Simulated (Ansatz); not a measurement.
# TiCo (Pm-3m) in Ansatz: further runs

The runs below take TiCo through single point, relaxation of cell and atoms, with PBE, PBEsol.

Everything below comes from runs of Ansatz 0.2.0. Logs are shortened: lines on timing, memory, paths and dates and some standing lists are left out, and cuts for length are marked.

### 1 Starting point

It takes space group Pm-3m (No. 221, cubic). Conventional cell: a = 2.986 Å, b = 2.986 Å, c = 2.986 Å, α = 90.00°, β = 90.00°, γ = 90.00°. Co (site symmetry m-3m) has 8 Ti at 2.59 Å as nearest neighbours. Ti (site symmetry m-3m) has 8 Co at 2.59 Å as nearest neighbours.

The cell comes from a database or a generator and needn't be the stable form of this composition.

### 2 Single point, PBE, collinear spin, ferrimagnetic start

input.yaml reads:

```yaml
crystal:
  lattice:
    - [2.98611099, 0.0, 0.0]
    - [0.0, 2.98611099, 0.0]
    - [0.0, 0.0, 2.98611099]
  atoms:
    - { symbol: Co, position: [0.5, 0.5, 0.5], spin: 2.0 }
    - { symbol: Ti, position: [0.0, 0.0, 0.0], spin: -0.5 }
hamiltonian:
  xc: pbe
  pseudopotentials: { kind: paw }
magnetization:
  spin_polarized: true
kpoints:
  mp_grid: { grid: [9, 9, 9] }
scf:
  occupations: { method: fermi_dirac, width: 0.05 }
output:
  forces: true
  stress: true
  eigenvalues: true
```

Potentials or basis: Ansatz PAW.

Run with:

```console
> ansatz run input.yaml --threads 2 --pin off --max-ram 5632MiB --backend cpu --events-out ev --progress --plain --runs-dir out
```

The program printed:

```text
Warning: RAYON_NUM_THREADS=2 ignored (pool sized by the plan → 2); use --threads N
Engine: ansatz 0.2.0, aarch64-unknown-linux-gnu
Pseudopotentials: kind: paw
Pseudopotential: Co, paw, valence charge 17, recommended cutoff 420 eV (normal), Co.paw.azcp
Pseudopotential: Ti, paw, valence charge 12, recommended cutoff 420 eV (normal), Ti.paw.azcp
Functional definition: PBE
  parameter kappa = 0.804
  parameter beta = 0.06672455060314922
  exchange = pbe_x(kappa = kappa, mu = beta*pi^2/3)
  correlation = pbe_c(beta = beta)
Crystal: 2 atoms, lattice volume = 26.627 Å³
Basis set: ecut = 420 eV, 485 PW (Γ), exchange–correlation on 40×40×40 points (8 copies of the dense FFT grid, shifted against one another)
Bands: 20, of which v1, the nominal top of the filled ones, is band 15 counted from 1 (14 counted from 0)
Symmetry: 48 space group operations
Space group: Pm-3m (ITA 221), of the structure as read, at distance tolerance 3.0e-5 Å
Magnetic group: BNS 221.92 (UNI 1594), of the structure as read, at distance tolerance 3.0e-5 Å
k-points: 35 of 729
Non-local potential: Co, projectors of the file, l = 0: 3, l = 1: 2, l = 2: 3, l = 3: 1
Non-local potential: Ti, projectors of the file, l = 0: 3, l = 1: 2, l = 2: 3, l = 3: 1
PAW form: soft (Blöchl's): semilocal exchange-correlation on the pseudo side does not see the compensation charge
PAW one-centre angular grid: Co, 590 points (default); XC on 64 Gauss nodes
PAW one-centre angular grid: Ti, 590 points (default); XC on 64 Gauss nodes
Initial density: superposition of atomic densities (chi_scale 0.1, normalization cell)
Starting moments: Σ|m| = 2.5 μB on 2 of 2 sites
Initial wavefunctions: pseudopotential atomic-orbital guess
Functional: x = pbe(κ = 0.804, μ = 0.2195149727645171), c = pbe(β = 0.06672455060314922)
SCF iter   1: F=—  HF=-7626.733432 eV  |F-HF|=—  |Δ(HF+E_count)|=         —  Δρ=9.53e-2 (↑9.53e-2 ↓6.19e-2)  dr2=1.71e0  dr2_m=1.04e0  M=0.933 μB ∫|m|=1.407 μB  β_m=0.30  ethr=3.10e-3  ⟨swp⟩=3.7  Hψ=5253  notcnv=0
Mixer restart at iter 1: flushing history
preconditioner: auto → none  [metal: Δε(μ)=0.015 eV  Ē_g=5.265 eV  σ=0.050 eV  W_gap=0.07  n_scr=6 (ndim 8)  ℏωp=25.9 eV  f_vac=0.000  D(μ)=1.88/eV (n_scr^D=18)  sad-step TF]
SCF iter   2: F=—  HF=-7626.081825 eV  |F-HF|=—  |Δ(HF+E_count)|=   6.52e-1  Δρ=6.11e-2 (↑4.54e-2 ↓6.11e-2)  dr2=7.58e-1  dr2_m=5.58e-1  M=0.922 μB ∫|m|=1.360 μB  β_m=0.52  ethr=3.10e-3  ⟨swp⟩=2.7  Hψ=2646  notcnv=0  defer=4
SCF iter   3: F=—  HF=-7626.698479 eV  |F-HF|=—  |Δ(HF+E_count)|=   6.17e-1  Δρ=6.86e-2 (↑6.86e-2 ↓2.54e-2)  dr2=1.71e0  dr2_m=1.32e-1  M=0.852 μB ∫|m|=1.309 μB  β_m=0.43  ethr=2.61e-3  ⟨swp⟩=3.5  Hψ=3079  notcnv=0  defer=4
SCF iter   4: F=—  HF=-7626.538834 eV  |F-HF|=—  |Δ(HF+E_count)|=   1.60e-1  Δρ=1.78e-2 (↑9.41e-3 ↓1.78e-2)  dr2=1.79e-2  dr2_m=4.34e-2  M=0.859 μB ∫|m|=1.195 μB  β_m=0.57  ethr=2.61e-3  ⟨swp⟩=2.4  Hψ=2654  notcnv=0
SCF iter   5: F=—  HF=-7626.631167 eV  |F-HF|=—  |Δ(HF+E_count)|=   9.23e-2  Δρ=7.17e-3 (↑1.11e-3 ↓7.17e-3)  dr2=1.07e-2  dr2_m=2.82e-3  M=0.831 μB ∫|m|=1.092 μB  β_m=0.79  ethr=6.18e-5  ⟨swp⟩=2.0  Hψ=2491  notcnv=0
SCF iter   6: F=—  HF=-7626.630138 eV  |F-HF|=—  |Δ(HF+E_count)|=   1.03e-3  Δρ=2.28e-3 (↑2.28e-3 ↓7.83e-4)  dr2=1.68e-3  dr2_m=1.74e-4  M=0.822 μB ∫|m|=1.054 μB  β_m=0.89  ethr=3.70e-5  ⟨swp⟩=2.1  Hψ=2269  notcnv=0
SCF iter   7: F=—  HF=-7626.630461 eV  |F-HF|=—  |Δ(HF+E_count)|=   3.23e-4  Δρ=1.46e-3 (↑1.46e-3 ↓8.02e-4)  dr2=8.80e-4  dr2_m=3.03e-5  M=0.821 μB ∫|m|=1.046 μB  β_m=0.95  ethr=5.79e-6  ⟨swp⟩=1.1  Hψ=1477  notcnv=0
SCF iter   8: F=—  HF=-7626.630440 eV  |F-HF|=—  |Δ(HF+E_count)|=   2.09e-5  Δρ=2.60e-4 (↑2.04e-4 ↓2.60e-4)  dr2=1.49e-6  dr2_m=1.28e-5  M=0.820 μB ∫|m|=1.041 μB  β_m=0.97  ethr=3.04e-6  ⟨swp⟩=2.0  Hψ=1724  notcnv=0
SCF iter   9: F=—  HF=-7626.630444 eV  |F-HF|=—  |Δ(HF+E_count)|=   4.02e-6  Δρ=1.60e-4 (↑4.91e-5 ↓1.60e-4)  dr2=9.00e-6  dr2_m=8.56e-7  M=0.820 μB ∫|m|=1.039 μB  β_m=0.97  ethr=5.16e-9  ⟨swp⟩=2.1  Hψ=2466  notcnv=0
SCF iter  10: F=—  HF=-7626.630445 eV  |F-HF|=—  |Δ(HF+E_count)|=   5.28e-7  Δρ=3.76e-5 (↑6.92e-6 ↓3.76e-5)  dr2=3.87e-7  dr2_m=8.29e-8  M=0.820 μB ∫|m|=1.040 μB  β_m=0.95  ethr=5.16e-9  ⟨swp⟩=2.1  Hψ=2117  notcnv=0
SCF iter  11: F=—  HF=-7626.630445 eV  |F-HF|=—  |Δ(HF+E_count)|=   6.71e-9  Δρ=8.10e-6 (↑6.59e-6 ↓8.10e-6)  dr2=9.02e-10  dr2_m=1.28e-8  M=0.820 μB ∫|m|=1.040 μB  β_m=0.91  ethr=1.34e-9  ⟨swp⟩=2.3  Hψ=1976  notcnv=0
SCF iter  12: F=-7626.630445 eV  HF=-7626.630445 eV  |F-HF|=4.77e-8  |Δ(HF+E_count)|=   2.40e-9  Δρ=1.06e-5 (↑4.47e-6 ↓1.06e-5)  dr2=5.41e-8  dr2_m=2.57e-9  M=0.820 μB ∫|m|=1.040 μB  ethr=3.11e-12  ⟨swp⟩=1.0  Hψ=4135  notcnv=0
SCF 1 converged in 12 iterations: F = -7626.630445 eV  dr2 = 5.41e-8
SCF converged after 12 iterations
Magnetization: 0.8198 μB (14.9099 up, 14.0901 down)
Absolute magnetization: 1.0457 μB (∫|ρ↑−ρ↓|, with the PAW one-centre terms)
Spin contamination: 0.0724 ħ² per cell (⟨S²⟩ above its minimum at these occupations)
Per-site moments (μB) at R_I (Å): [(0.9228369680096371, 1.0667447900422087), (-0.0297764134729536, 1.0667447900422087)]
Free energy (F): -7626.630445 eV
Harris-Foulkes:  -7626.630445 eV  (|F-HF|=4.77e-8)
Internal energy: -7626.613623 eV  (E = F + TS)
E sigma→0 (E₀):  -7626.622034 eV
Entropy (-TS):   -0.016821 eV (-8.411 meV/atom)
Fermi energy:    16.674230 eV
--- Per-component energies (eV) ---
  E_band       = -404.830676
  E_kinetic    = 729.229228
  E_local      = -3883.501174  (includes V_loc(G=0)·N_el)
  E_nonlocal   = 459.905170
  E_hartree    = 1639.247187
  E_xc         = -257.665795
  E_vxc        = -328.711873  (∫ρ·V_xc dr)
  E_paw        = -2562.778975  (= ΣΔE_a)
  E_vpaw       = -660.233580  (= ΣTr[D̂ρ^β])
  E_aug_tail   = 0.000175  (compensation charges beyond the density's cutoff)
  E_ewald      = -3751.049440
  E_smearing   = -0.016821  (= −TS)
  E_closure    = 0.000000  (closes the sum)
  Σ components = -7626.630445   (vs F -7626.630445, Δ=0.00e0)
--- Forces (eV/Å), atoms counted from 1 ---
  atom   1  Co     0.00000000    -0.00000000    -0.00000000
  atom   2  Ti    -0.00000000     0.00000000    -0.00000000
  max |Σ_I F_I| component: 1.54e-28 eV/Å
--- Stress (GPa, compression-positive) ---
       -0.540492       0.000000       0.000000
        0.000000      -0.540492      -0.000000
        0.000000      -0.000000      -0.540492
  P = ⅓ Tr σ = -0.5405 GPa (-5.405 kbar)
--- Band table (eV; the first three rows and the last of 70) ---
  k-point 0 ↑: bands = ["-79.0635", "-42.3266", "-42.3266", "-42.3266", "-40.4356", "-16.5451", "-16.5451", "-16.5451", "8.9377", "12.4706", "12.4706", "14.7885", "14.7885", "14.7885", "17.1525", "17.1525", "19.3431", "19.3431", "19.3431", "25.5139"]
  k-point 1 ↑: bands = ["-79.0633", "-42.3304", "-42.3263", "-42.3263", "-40.4306", "-16.5811", "-16.5426", "-16.5426", "9.1813", "12.5664", "12.5761", "14.7705", "14.7705", "14.8269", "17.0472", "17.1917", "19.0263", "19.0263", "19.2954", "24.4298"]
  k-point 2 ↑: bands = ["-79.0629", "-42.3402", "-42.3257", "-42.3257", "-40.4178", "-16.6712", "-16.5362", "-16.5362", "9.8793", "12.8330", "12.8342", "14.7299", "14.7299", "14.9279", "16.7530", "17.2071", "18.3579", "18.3579", "19.1706", "22.5022"]
  k-point 34 ↓: bands = ["-77.9676", "-41.2783", "-41.2781", "-41.2781", "-40.3634", "-16.7836", "-16.7834", "-16.7834", "14.1294", "14.2886", "14.2886", "14.5550", "14.6043", "14.6043", "16.7429", "16.7429", "19.6505", "19.6505", "23.5148", "24.1423"]
```

It took 1.6 s on 2 threads of Arm Neoverse V2, shared host; peak memory 0.33 GiB.

Results:

```yaml
Free_energy: -7626.6304 eV
Pressure: -0.5 GPa
Band_gap_on_the_k_mesh: none (metal or under the smearing width)
Net_moment: 0.82 μB per cell
Absolute_moment: 1.05 μB per cell
Site_moments: Co +0.92; Ti -0.03 μB
```

Levels at points of the mesh, in eV from the Fermi level:
Spin up:
```
           k point  band 12  band 13  band 14  band 15  band 16  band 17  band 18  band 19
(0.00, 0.00, 0.00)    -1.89    -1.89    -1.89     0.48     0.48     2.67     2.67     2.67
```
Spin down:
```tsv
k point	band 12	band 13	band 14	band 15	band 16	band 17
(0.00, 0.00, 0.00)	-1.35	-1.35	-1.35	1.02	1.02	2.76
```

### 3 Single point, PBE, collinear spin, random start

Changes to input.yaml since step 2:

```diff
@@ -6,4 +6,4 @@
   atoms:
-    - { symbol: Co, position: [0.5, 0.5, 0.5], spin: 2.0 }
-    - { symbol: Ti, position: [0.0, 0.0, 0.0], spin: -0.5 }
+    - { symbol: Co, position: [0.5, 0.5, 0.5], spin: -0.12 }
+    - { symbol: Ti, position: [0.0, 0.0, 0.0], spin: 1.09 }
 hamiltonian:
```

Potentials or basis: Ansatz PAW.

Run with:

```console
> ansatz run input.yaml --threads 2 --pin off --max-ram 5632MiB --backend cpu --events-out ev --progress --plain --runs-dir out
```

Wall time 1.7 s (2 threads of Arm Neoverse V2, shared host); peak memory 0.33 GiB.

It converged, with:

```
Free energy            : -7626.6304 eV
Pressure               : -0.5 GPa
Band gap on the k mesh : none (metal or under the smearing width)
Net moment             : -0.82 μB per cell
Absolute moment        : 1.05 μB per cell
Site moments           : Co -0.92; Ti +0.03 μB
```

Levels at points of the mesh, in eV from the Fermi level:
Spin up:
```
           k point  band 11  band 12  band 13  band 14  band 15  band 16  band 17  band 18
(0.00, 0.00, 0.00)    -3.56    -1.35    -1.35    -1.35     1.02     1.02     2.76     2.76
```
Spin down:
```csv
k point,band 11,band 12,band 13,band 14,band 15,band 16,band 17,band 18,band 19,band 20
"(0.00, 0.00, 0.00)",-4.20,-1.89,-1.89,-1.89,0.48,0.48,2.67,2.67,2.67,8.84
```

### 4 Single point, PBE, non-collinear spin, random start

input.yaml reads:

```yaml
crystal:
  lattice:
    - [2.98611099, 0.0, 0.0]
    - [0.0, 2.98611099, 0.0]
    - [0.0, 0.0, 2.98611099]
  atoms:
    - { symbol: Co, position: [0.5, 0.5, 0.5], spin: 0.12, spin_axis: [0.055, -0.103, 0.027] }
    - { symbol: Ti, position: [0.0, 0.0, 0.0], spin: 1.09, spin_axis: [-0.364, -0.018, 1.027] }
hamiltonian:
  xc: pbe
  pseudopotentials: { kind: paw }
magnetization:
  noncollinear: true
  spin_orbit: false
kpoints:
  mp_grid: { grid: [7, 7, 7] }
scf:
  occupations: { method: fermi_dirac, width: 0.05 }
output:
  forces: true
  stress: true
  eigenvalues: true
  write_density: true
  write_potential: true
  elf: true
  volumetric_format: npy
```

Run with:

```console
> ansatz run input.yaml --threads 2 --pin off --max-ram 5632MiB --backend cpu --events-out ev --progress --plain --runs-dir out
```

It took 9.5 s on 2 threads of Arm Neoverse V2, shared host; peak memory 0.32 GiB.

Results (log left out):

- Free energy: -7626.6435 eV
- Pressure: -0.3 GPa
- Band gap on the k mesh: none (metal or under the smearing width)
- Net moment: 0.83 μB per cell
- Absolute moment: 1.10 μB per cell

Levels at points of the mesh, in eV from the Fermi level:
| k point | band 24 | band 25 | band 26 | band 27 | band 28 | band 29 | band 30 | band 31 | band 32 | band 33 |
| --- | --- | --- | --- | --- | --- | --- | --- | --- | --- | --- |
| (0.00, 0.00, 0.00) | -1.87 | -1.87 | -1.31 | -1.31 | -1.31 | 0.51 | 0.51 | 1.05 | 1.05 | 2.70 |

Moments on the atoms (μB; x, y, z):
```
Co   0.11 -0.58  0.69
Ti  -0.01  0.03 -0.04
```

### 5 Relaxation of cell and atoms, PBEsol, collinear spin, ferromagnetic start

input.yaml reads:

```yaml
crystal:
  lattice:
    - [2.98611099, 0.0, 0.0]
    - [0.0, 2.98611099, 0.0]
    - [0.0, 0.0, 2.98611099]
  atoms:
    - { symbol: Co, position: [0.5, 0.5, 0.5], spin: 2.0 }
    - { symbol: Ti, position: [0.0, 0.0, 0.0], spin: 1.0 }
hamiltonian:
  xc: pbesol
  pseudopotentials: { kind: paw }
magnetization:
  spin_polarized: true
kpoints:
  mp_grid: { grid: [9, 9, 9] }
scf:
  occupations: { method: fermi_dirac, width: 0.05 }
output:
  forces: true
  stress: true
  eigenvalues: true
  write_density: true
  write_potential: true
  elf: true
  volumetric_format: npy
relax:
  f_tol: 0.01
  max_steps: 40
  cell: { stress_tol: 0.05 }
```

Run with:

```console
> ansatz run input.yaml --threads 2 --pin off --max-ram 5632MiB --backend cpu --events-out ev --progress --plain --runs-dir out
```

Run time: 6.2 s. Hardware: 2 threads of Arm Neoverse V2, shared host; peak memory 0.32 GiB.

Results (log left out):

| Property | Result |
| --- | --- |
| Free energy | -7567.7270 eV |
| Relaxed volume | 12.68 Å³/atom |
| Relaxed cell | a = 2.938 Å, b = 2.938 Å, c = 2.938 Å, α = 90.00°, β = 90.00°, γ = 90.00° |
| Space group after relaxing (to 0.05 Å) | Pm-3m (No. 221) |
| Energy gained by relaxing | 16.9 meV/atom |
| Ionic steps | 4 |
| Pressure after relaxing | 0.0 GPa |
| Band gap on the k mesh | none (metal or under the smearing width) |
| Net moment | 0.61 μB per cell |
| Absolute moment | 0.74 μB per cell |
| Site moments | Co +0.66; Ti -0.02 μB |

Step by step:
| step | energy change (eV) | largest force (eV/Å) | volume (Å³) |
| --- | --- | --- | --- |
| 1 | 0.0000 | 0.0000 | 26.63 |
| 2 | -0.0343 | 0.0000 | 25.39 |
| 3 | -0.0343 | 0.0000 | 25.36 |
| 4 | -0.0338 | 0.0000 | 25.36 |

Final structure:
```yaml
crystal:
  lattice:
    - [2.93795, 0.00000, 0.00000]
    - [0.00000, 2.93795, 0.00000]
    - [0.00000, 0.00000, 2.93795]
  atoms:
    - { symbol: Co, position: [0.50000, 0.50000, 0.50000] }
    - { symbol: Ti, position: [0.00000, 0.00000, 0.00000] }
```

Levels at points of the mesh, in eV from the Fermi level:
Spin up:
| k point | band 11 | band 12 | band 13 | band 14 | band 15 | band 16 | band 17 | band 18 |
| --- | --- | --- | --- | --- | --- | --- | --- | --- |
| (0.00, 0.00, 0.00) | -4.34 | -1.85 | -1.85 | -1.85 | 0.59 | 0.59 | 2.86 | 2.86 |
Spin down:
| k point | band 12 | band 13 | band 14 | band 15 | band 16 | band 17 |
| --- | --- | --- | --- | --- | --- | --- |
| (0.00, 0.00, 0.00) | -1.44 | -1.44 | -1.44 | 0.97 | 0.97 | 2.94 |

Caveat: the plane-wave basis is chosen anew once the cell has moved, so the energies of steps on either side of that aren't comparable; the PAW data sets come from PBE, with cores solved anew for the run's functional, which leaves a small shift of forces and pressure.

### 6 Relaxation of cell and atoms, PBEsol, collinear spin, ferromagnetic start, target pressure 2 GPa, at which the enthalpy is minimised

Changes to input.yaml since step 5:

```diff
@@ -28,2 +28,2 @@
   max_steps: 40
-  cell: { stress_tol: 0.05 }
+  cell: { stress_tol: 0.05, p_target: 2.0 }
```

Potentials or basis: Ansatz PAW.

Run with:

```console
> ansatz run input.yaml --threads 2 --pin off --max-ram 5632MiB --backend cpu --events-out ev --progress --plain --runs-dir out
```

Run time: 5.1 s. Hardware: 2 threads of Arm Neoverse V2, shared host; peak memory 0.33 GiB.

It converged, with:

```yaml
Free_energy: -7567.7255 eV
Relaxed_volume: 12.55 Å³/atom
Relaxed_cell: a = 2.928 Å, b = 2.928 Å, c = 2.928 Å, α = 90.00°, β = 90.00°, γ = 90.00°
Space_group_after_relaxing_to_0.05_Å: Pm-3m (No. 221)
Energy_change_on_relaxing_the_enthalpy_is_what_falls: -16.1 meV/atom
Ionic_steps: 3
Pressure_after_relaxing: 2.0 GPa
Band_gap_on_the_k_mesh: none (metal or under the smearing width)
Net_moment: 0.59 μB per cell
Absolute_moment: 0.71 μB per cell
Site_moments: Co +0.64; Ti -0.01 μB
```

Step by step:
| step | energy change (eV) | largest force (eV/Å) | volume (Å³) |
| --- | --- | --- | --- |
| 1 | 0.0000 | 0.0000 | 26.63 |
| 2 | -0.0329 | 0.0000 | 25.10 |
| 3 | -0.0322 | 0.0000 | 25.10 |

Final structure:
```xyz
2
Lattice="2.9278 0.0000 0.0000 0.0000 2.9278 0.0000 0.0000 0.0000 2.9278" Properties=species:S:1:pos:R:3 pbc="T T T"
Co    1.4639    1.4639    1.4639
Ti    0.0000    0.0000    0.0000
```

Levels at points of the mesh, in eV from the Fermi level:
Spin up:
| k point | band 12 | band 13 | band 14 | band 15 | band 16 | band 17 |
| --- | --- | --- | --- | --- | --- | --- |
| (0.00, 0.00, 0.00) | -1.86 | -1.86 | -1.86 | 0.60 | 0.60 | 2.90 |
Spin down:
```tsv
k point	band 12	band 13	band 14	band 15	band 16	band 17
(0.00, 0.00, 0.00)	-1.46	-1.46	-1.46	0.97	0.97	2.98
```

Caveat: the plane-wave basis is chosen anew once the cell has moved, so the energies of steps on either side of that aren't comparable; the PAW data sets come from PBE, with cores solved anew for the run's functional, which leaves a small shift of forces and pressure.

### 7 Summary

```csv
task,level,spin,cell,k mesh,target pressure (GPa),gap on the mesh (eV),pressure (GPa),moment (μB)
single point,PBE,"collinear, ferrimagnetic start",as given,9 × 9 × 9,-,none,-0.5,0.82
single point,PBE,"collinear, random start",as given,9 × 9 × 9,-,none,-0.5,0.82
single point,PBE,"non-collinear, random start",as given,7 × 7 × 7,-,none,-0.3,0.83
relaxation of cell and atoms,PBEsol,"collinear, ferromagnetic start",relaxed,9 × 9 × 9,0,none,0.0,0.61
relaxation of cell and atoms,PBEsol,"collinear, ferromagnetic start",relaxed to 2 GPa,9 × 9 × 9,2,none,2.0,0.59
```

Alike in all rows: potentials or basis Ansatz PAW; cutoff (eV) 420; smearing fermi-dirac 0.05 eV.

Every run on the cell as given and a fine mesh finds a metal.

Caveats: the plane-wave basis is chosen anew once the cell has moved, so the energies of steps on either side of that aren't comparable (some runs); the PAW data sets come from PBE, with cores solved anew for the run's functional, which leaves a small shift of forces and pressure (some runs).

Total energies depend on the potentials used, so only differences within one code and one set of settings carry meaning.
